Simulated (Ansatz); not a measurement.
The system is Pd.

```
Pd
1.0
     2.76256    0.00000    0.00000
    -1.38128    2.39245    0.00000
     0.00000    0.00000    9.11839
Pd
4
Direct
  0.66667 0.33333 0.75000
  0.00000 0.00000 0.50000
  0.33333 0.66667 0.25000
  0.00000 0.00000 0.00000
```

This isn't the form of Pd at room conditions, which is fcc.

```yaml
Program: Ansatz 0.2.0
Task: single point
Functional: PBEsol
Potentials_or_basis: all-electron LAPW, scalar-relativistic
Cutoff: 264 eV (chosen from the basis error)
Basis_error_allowed: 0.001 eV/atom
k_mesh: 11 × 11 × 3
Occupations: fermi-dirac, width 0.05 eV
Spin: no spin polarisation
```

On this cell: pressure -6.0 GPa; largest force under 0.003 eV/Å; band gap on the k mesh none (metal or under the smearing width).

The same run follows on a disturbed copy (atoms moved at random, drawn with an rms of 0.05 Å):

```
Pd
1.0
     2.76256    0.00000    0.00000
    -1.38128    2.39245    0.00000
     0.00000    0.00000    9.11839
Pd
4
Direct
  0.65645 0.32883 0.74873
  0.99996 0.01009 0.50121
  0.34154 0.67987 0.25175
  0.00189 0.99731 0.99893
```

Task: What changes?

Result: The energy (extrapolated to zero smearing) moves by +1.0 meV/atom; pressure -6.0 GPa; largest force 0.130 eV/Å; band gap on the k mesh none (metal or under the smearing width).

Forces in eV/Å, atoms in the order of the input:
```
Pd   0.025  0.021  0.111
Pd   0.009 -0.025 -0.084
Pd  -0.004 -0.020 -0.128
Pd  -0.030  0.024  0.102
```

Stress tensor (GPa, compression positive):
```
-5.66  0.15  0.01
 0.15 -6.12  0.02
 0.01  0.02 -6.14
```
